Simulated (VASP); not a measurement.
# KI (Fm-3m) in VASP: notebook

The runs below take KI through single point, with PBE.

Program: VASP 6.6.1. These are calculated values, not measurements. Logs are shortened: lines on timing, memory, paths and dates and some standing lists are left out, and cuts for length are marked.

**Measured values to compare with.**

From a printed reference work, monograph, for a bulk crystal of KI: band gap 6.32 eV.

How close the calculation comes is told below.

### Step 1. The cell of the first run

It takes space group Fm-3m (No. 225, cubic). Conventional cell: a = 7.182 Å, b = 7.182 Å, c = 7.182 Å, α = 90.00°, β = 90.00°, γ = 90.00°. Within 4.7 Å of K (site symmetry m-3m) lie 6 I at 3.59 Å. Within 4.7 Å of I (site symmetry m-3m) lie 6 K at 3.59 Å.

### Step 2. Single point, PBE

The input, INCAR:

```
SYSTEM = KI
PREC = Accurate
ENCUT = 500
EDIFF = 1E-6
ISMEAR = 0
SIGMA = 0.01
LREAL = .FALSE.
LASPH = .TRUE.
NELM = 120
ALGO = Normal
ISIF = 2
LWAVE = .FALSE.
LCHARG = .FALSE.
GGA = PE
NBANDS = 15
GGA_COMPAT = .FALSE.
```

The input, KPOINTS:

```
Automatic mesh
0
G
  4 4 4
  0 0 0
```

The input, POSCAR:

```
KI
1.0
    0.0000000000      3.5911013610      3.5911013610
    3.5911013610      0.0000000000      3.5911013610
    3.5911013610      3.5911013610      0.0000000000
K I
1 1
Direct
    0.0000000000      0.0000000000      0.0000000000
    0.5000000000      0.5000000000      0.5000000000
```

Potentials or basis: VASP PAW PBE potentials, release 64 (K_sv, I).

Command:

```sh
$ cat potpaw_PBE.64/K_sv/POTCAR potpaw_PBE.64/I/POTCAR > POTCAR
$ mpirun -np 1 vasp_std > vasp.out
```

OUTCAR:

```text
SYSTEM = KI
   PREC = Accurate
   ENCUT = 500
   EDIFF = 1E-6
   ISMEAR = 0
   LREAL = .FALSE.
   LASPH = .TRUE.
   NELM = 120
   ISIF = 2
   GGA = PE

 ion  position               nearest neighbor table
   1  0.000  0.000  0.000-   2 3.59   2 3.59   2 3.59   2 3.59   2 3.59   2 3.59
   2  0.500  0.500  0.500-   1 3.59   1 3.59   1 3.59   1 3.59   1 3.59   1 3.59

  LATTYP: Found a face centered cubic cell.
 ALAT       =     7.1822027220

  Lattice vectors:

 A1 = (   0.0000000000,   3.5911013610,   3.5911013610)
 A2 = (   3.5911013610,   0.0000000000,   3.5911013610)
 A3 = (   3.5911013610,   3.5911013610,   0.0000000000)

Analysis of symmetry for initial positions (statically):
=====================================================================
 Subroutine PRICEL returns:
 Original cell was already a primitive cell.

 Routine SETGRP: Setting up the symmetry group for a
 face centered cubic supercell.

 Subroutine GETGRP returns: Found 48 space group operations
 (whereof 48 operations were pure point group operations)
 out of a pool of 48 trial point group operations.

The static configuration has the point symmetry O_h .

Analysis of symmetry for dynamics (positions and initial velocities):
=====================================================================
 Subroutine PRICEL returns:
 Original cell was already a primitive cell.

 Routine SETGRP: Setting up the symmetry group for a
 face centered cubic supercell.

 Subroutine GETGRP returns: Found 48 space group operations
 (whereof 48 operations were pure point group operations)
 out of a pool of 48 trial point group operations.

The dynamic configuration has the point symmetry O_h .

 Subroutine INISYM returns: Found 48 space group operations
 (whereof 48 operations are pure point group operations),
 and found     1 'primitive' translations

----------------------------------------------------------------------------------------

                                     Primitive cell

  volume of cell :      92.6218

  direct lattice vectors                    reciprocal lattice vectors
     0.000000000  3.591101361  3.591101361    -0.139233051  0.139233051  0.139233051
     3.591101361  0.000000000  3.591101361     0.139233051 -0.139233051  0.139233051
     3.591101361  3.591101361  0.000000000     0.139233051  0.139233051 -0.139233051

  length of vectors
     5.078584249  5.078584249  5.078584249     0.241158719  0.241158719  0.241158719

  position of ions in fractional coordinates (direct lattice)
     0.000000000  0.000000000  0.000000000
     0.500000000  0.500000000  0.500000000

  ion indices of the primitive-cell ions
   primitive index   ion index
                 1           1
                 2           2

----------------------------------------------------------------------------------------

 KPOINTS: Automatic mesh

Automatic generation of k-mesh.
 Grid dimensions read from file:
 generate k-points for:    4    4    4

 Generating k-lattice:

  Cartesian coordinates                     Fractional coordinates (reciprocal lattice)
    -0.034808263  0.034808263  0.034808263     0.250000000  0.000000000  0.000000000
     0.034808263 -0.034808263  0.034808263     0.000000000  0.250000000  0.000000000
     0.034808263  0.034808263 -0.034808263     0.000000000  0.000000000  0.250000000

  Length of vectors
     0.060289680  0.060289680  0.060289680

  Shift w.r.t. Gamma in fractional coordinates (k-lattice)
     0.000000000  0.000000000  0.000000000

 Subroutine IBZKPT returns following result:
 ===========================================

 Found      8 irreducible k-points:

 Following reciprocal coordinates:
            Coordinates               Weight
  0.000000  0.000000  0.000000      1.000000
  0.250000  0.000000  0.000000      8.000000
  0.500000  0.000000  0.000000      4.000000
  0.250000  0.250000  0.000000      6.000000
  0.500000  0.250000  0.000000     24.000000
 -0.250000  0.250000  0.000000     12.000000
  0.500000  0.500000  0.000000      3.000000
 -0.250000  0.500000  0.250000      6.000000
   k-points           NKPTS =      8   k-points in BZ     NKDIM =      8   number of bands    NBANDS=     15
   number of dos      NEDOS =    301   number of ions     NIONS =      2
   total plane-waves  NPLWV =  64000
   dimension x,y,z NGX =    40 NGY =   40 NGZ =   40
   dimension x,y,z NGXF=    80 NGYF=   80 NGZF=   80
   ions per type =               1   1
   NGX,Y,Z   is equivalent  to a cutoff of  13.09, 13.09, 13.09 a.u.
   NGXF,Y,Z  is equivalent  to a cutoff of  26.19, 26.19, 26.19 a.u.
 SYSTEM =  KI
   PREC   = accura    normal or accurate (medium, high low for compatibility)
   ISTART =      0    job   : 0-new  1-cont  2-samecut
   ICHARG =      2    charge: 1-file 2-atom 10-const
   ISPIN  =      1    spin polarized calculation?
   LNONCOLLINEAR =      F non collinear calculations
   LSORBIT =      F    spin-orbit coupling
   LASPH  =      T    aspherical Exc in radial PAW
   ENCUT  =  500.0 eV  36.75 Ry    6.06 a.u.   9.26  9.26  9.26*2*pi/ulx,y,z
   NELM   =    120;   NELMIN=  2; NELMDL= -5     # of ELM steps
   EDIFF  = 0.1E-05   stopping-criterion for ELM
   LREAL  =      F    real-space projection
   EDIFFG = 0.1E-04   stopping-criterion for IOM
   NSW    =      0    number of steps for IOM
   IBRION =     -1    ionic relax: 0-MD 1-quasi-New 2-CG
   NFREE  =      0    steps in history (QN), initial steepest desc. (CG)
   ISIF   =      2    stress and relaxation
   ISYM   =      2    0-nonsym 1-usesym 2-fastsym
   POTIM  = 0.5000    time-step for ionic-motion
   TEBEG  =    0.0;   TEEND  =   0.0 temperature during run
   PSTRESS=    0.0 pullay stress
   NELECT =      16.0000    total number of electrons
   NUPDOWN=      -1.0000    fix difference up-down
   EMIN   =  10.00;   EMAX   =-10.00  energy-range for DOS
   EFERMI =   0.00;   METHOD = LEGACY
   ISMEAR =     0;   SIGMA  =   0.01  broadening in eV -4-tet -1-fermi 0-gaus
   EFERMI_NEDOS =   21; number of points for ismear=-14 and -15
   IALGO  =     38    algorithm
   IMIX   =      4    mixing-type and parameters
     AMIX     =   0.40;   BMIX     =  1.00
     AMIX_MAG =   1.60;   BMIX_MAG =  1.00
  volume/ion in A,a.u.               =      46.31       312.52
  Fermi-wavevector in a.u.,A,eV,Ry     =   0.911753  1.722963 11.310433  0.831293
  Thomas-Fermi vector in A             =   2.036069
   LORBIT       =      0    0 simple, 1 ext, 2 COOP (PROOUT), +10 PAW based schemes
   GGA     = PE    functional components
   LHFCALC =     F    Hartree Fock is set to
   AEXX    =    0.0000 exact exchange contribution
   IVDW    =     0    specifies the selected vdW correction
   LEPSILON=     F    determine dielectric tensor
   LRPA    =     F    only Hartree local field effects (RPA)
 non-spin polarized calculation
 Gauss-broadening in eV      SIGMA  =   0.01
  energy-cutoff  :      500.00
  volume of cell :       92.62
 maximum number of plane-waves:      2397
 NGX is ok and might be reduce to    40
   NGX = 19   NGY = 19   NGZ = 19

 number of electron      16.0000001 magnetization

 Free energy of the ion-electron system (eV)
  ---------------------------------------------------
  ext. energy  EPLUGINS =         0.00000000
  ---------------------------------------------------
  free energy    TOTEN  =        -5.56431724 eV

  energy without entropy =       -5.56431724  energy(sigma->0) =       -5.56431724

 E-fermi :  -0.5177     XC(G=0):  -6.9873

 val. band max:       -0.6607297859   @ k =   0.0000   0.0000   0.0000
 cond. band min:       3.1905122961   @ k =   0.0000   0.0000   0.0000
 fundamental gap:      3.8512420819
 Fermi energy:        -0.5177202997

 k-point     1 :       0.0000    0.0000    0.0000
  band No.  band energies     occupation
      1     -29.2544      2.00000
      2     -12.7358      2.00000
      3     -12.7358      2.00000
      4     -12.7358      2.00000
      5     -11.0926      2.00000
      6      -0.6607      2.00000
      7      -0.6607      2.00000
      8      -0.6607      2.00000
      9       3.1905      0.00000
     10       5.8506      0.00000
     11       5.8506      0.00000
     12       5.8506      0.00000
     13       6.5354      0.00000
     14       6.5354      0.00000
     15       9.0661      0.00000

 k-point     2 :       0.2500    0.0000    0.0000
  band No.  band energies     occupation
      1     -29.2536      2.00000
      2     -12.7930      2.00000
      3     -12.7368      2.00000
      4     -12.7368      2.00000
      5     -10.9808      2.00000
      6      -1.3566      2.00000
      7      -0.8160      2.00000
      8      -0.8160      2.00000
      9       4.2689      0.00000
     10       5.8633      0.00000
     11       6.4293      0.00000
     12       6.4293      0.00000
     13       7.1781      0.00000
     14       7.1781      0.00000
     15       9.4265      0.00000

 k-point     3 :       0.5000    0.0000    0.0000
  band No.  band energies     occupation
      1     -29.2528      2.00000
      2     -12.8447      2.00000
      3     -12.7379      2.00000
      4     -12.7379      2.00000
      5     -10.8727      2.00000
      6      -1.8722      2.00000
      7      -0.9580      2.00000
      8      -0.9580      2.00000
      9       4.8082      0.00000
     10       6.8955      0.00000
     11       7.3813      0.00000
     12       7.3813      0.00000
     13       7.9531      0.00000
     14       7.9531      0.00000
     15       8.3800      0.00000

 k-point     4 :       0.2500    0.2500    0.0000
  band No.  band energies     occupation
      1     -29.2533      2.00000
      2     -12.7778      2.00000
      3     -12.7430      2.00000
      4     -12.7430      2.00000
      5     -10.9864      2.00000
      6      -1.3744      2.00000
      7      -0.8492      2.00000
      8      -0.8492      2.00000
      9       4.4830      0.00000
     10       4.9155      0.00000
     11       6.9055      0.00000
     12       7.1657      0.00000
     13       7.1657      0.00000
     14       7.2990      0.00000
     15       9.2884      0.00000

 k-point     5 :       0.5000    0.2500    0.0000
  band No.  band energies     occupation
      1     -29.2526      2.00000
      2     -12.8027      2.00000
      3     -12.7508      2.00000
      4     -12.7442      2.00000
      5     -10.9198      2.00000
      6      -1.6083      2.00000
      7      -1.1544      2.00000
      8      -0.9797      2.00000
      9       5.0011      0.00000
     10       5.8952      0.00000
     11       6.5529      0.00000
     12       7.5079      0.00000
     13       7.9296      0.00000
     14       8.3163      0.00000
     15       8.9604      0.00000

 k-point     6 :      -0.2500    0.2500    0.0000
  band No.  band energies     occupation
      1     -29.2528      2.00000
      2     -12.8107      2.00000
      3     -12.7520      2.00000
      4     -12.7380      2.00000
      5     -10.9138      2.00000
      6      -1.5996      2.00000
      7      -1.1188      2.00000
      8      -0.9499      2.00000
      9       5.3564      0.00000
     10       5.8316      0.00000
     11       6.4520      0.00000
     12       7.0263      0.00000
     13       7.8276      0.00000
     14       8.1077      0.00000
     15       8.8680      0.00000

 k-point     7 :       0.5000    0.5000    0.0000
  band No.  band energies     occupation
      1     -29.2523      2.00000
      2     -12.7719      2.00000
      3     -12.7505      2.00000
      4     -12.7505      2.00000
      5     -10.9689      2.00000
      6      -1.5839      2.00000
      7      -1.0001      2.00000
      8      -1.0001      2.00000
      9       4.3471      0.00000
     10       4.9903      0.00000
     11       7.3796      0.00000
     12       7.8933      0.00000
     13       7.9024      0.00000
     14       8.8298      0.00000
     15       8.8298      0.00000

 k-point     8 :      -0.2500    0.5000    0.2500
  band No.  band energies     occupation
      1     -29.2523      2.00000
      2     -12.7729      2.00000
      3     -12.7611      2.00000
      4     -12.7611      2.00000
      5     -10.9257      2.00000
      6      -1.3309      2.00000
      7      -1.3309      2.00000
      8      -1.2043      2.00000
      9       5.7768      0.00000
     10       5.7768      0.00000
     11       5.8425      0.00000
     12       7.3378      0.00000
     13       8.0375      0.00000
     14       8.8595      0.00000
     15       9.1457      0.00000

------------------------ aborting loop because EDIFF is reached ----------------------------------------

  FORCE on cell =-STRESS in cart. coord.  units (eV):
  Direction    XX          YY          ZZ          XY          YZ          ZX
  --------------------------------------------------------------------------------------
  -------------------------------------------------------------------------------------
  Total        0.0190811      0.0190811      0.0190811     -0.0000000     -0.0000000      0.0000000
  in kB        0.3300654      0.3300654      0.3300654     -0.0000000     -0.0000000      0.0000000
  external PRESSURE =       0.3300654 kB  Pullay stress =       0.0000000 kB

 VOLUME and BASIS-vectors are now :
 -----------------------------------------------------------------------------
  energy-cutoff  :      500.00
  volume of cell :       92.62
      direct lattice vectors                 reciprocal lattice vectors
     0.000000000  3.591101361  3.591101361    -0.139233051  0.139233051  0.139233051
     3.591101361  0.000000000  3.591101361     0.139233051 -0.139233051  0.139233051
     3.591101361  3.591101361  0.000000000     0.139233051  0.139233051 -0.139233051

 POSITION                                       TOTAL-FORCE (eV/Angst)
 -----------------------------------------------------------------------------------
      0.00000      0.00000      0.00000         0.000000      0.000000      0.000000
      3.59110      3.59110      3.59110        -0.000000     -0.000000     -0.000000
 -----------------------------------------------------------------------------------
    total drift:                                0.000000     -0.000000     -0.000000

  FREE ENERGIE OF THE ION-ELECTRON SYSTEM (eV)
  ---------------------------------------------------
  free  energy   TOTEN  =        -5.5643172380 eV

  energy  without entropy=       -5.5643172380  energy(sigma->0) =       -5.56431724
```

It took 14 s on 1 thread of Intel Xeon Platinum 8488C (Sapphire Rapids), shared host; peak memory 0.23 GiB.

Results:

* Free energy: -5.5643 eV
* Pressure: 0.0 GPa
* Band gap on the k mesh: 3.85 eV

Caveat: spin-orbit coupling is left out, which moves the levels of the heavy elements.

### Step 3. Single point, PBE

The input, INCAR:

```
PREC = Accurate
ENCUT = 500
EDIFF = 1E-6
ISMEAR = 0
SIGMA = 0.01
LREAL = F
LASPH = T
NELM = 120
ALGO = Normal
ISIF = 2
LWAVE = F
LCHARG = T
GGA = PE
LELF = T
LVHAR = T
NBANDS = 15
GGA_COMPAT = F
```

The input, KPOINTS:

```
Automatic mesh
0
Gamma
  4 4 4
```

POSCAR is that of step 2.

Potentials or basis: VASP PAW PBE potentials, release 64 (K_sv, I).

Command:

```sh
$ cat potpaw_PBE.64/K_sv/POTCAR potpaw_PBE.64/I/POTCAR > POTCAR
$ mpirun -np 1 vasp_std > vasp.out
```

Run time: 17 s. Hardware: 1 thread of Intel Xeon Platinum 8488C (Sapphire Rapids), shared host; peak memory 0.23 GiB.

The run converged. Its results:

- Free energy: -5.5643 eV
- Pressure: 0.0 GPa
- Band gap on the k mesh: 3.85 eV

Levels at points of the mesh, in eV from the valence-band top:
```tsv
k point	band 5	band 6	band 7	band 8	band 9	band 10	band 11	band 12
(0.00, 0.00, 0.00)	-10.43	0.00	0.00	0.00	3.85	6.51	6.51	6.51
(0.50, 0.00, 0.00)	-10.21	-1.21	-0.30	-0.30	5.47	7.56	8.04	8.04
(0.50, 0.50, 0.00)	-10.31	-0.92	-0.34	-0.34	5.01	5.65	8.04	8.55
```

Caveat: spin-orbit coupling is left out, which moves the levels of the heavy elements.

### Step 4. How close it comes

Step 2. A measured gap of KI is 6.32 eV (a printed reference work, monograph); the calculated 3.85 eV misses it by -2.47 eV. Spin-orbit coupling on I is left out. The value is that of PBE, without temperature or zero-point motion. Semilocal functionals fall short of measured gaps as a rule.

Step 3. Measured gap of KI: 6.32 eV (a printed reference work, monograph). This calculation gives 3.85 eV (-2.47 eV). Spin-orbit coupling on I is left out. The value is that of PBE, without temperature or zero-point motion. Semilocal functionals fall short of measured gaps as a rule.
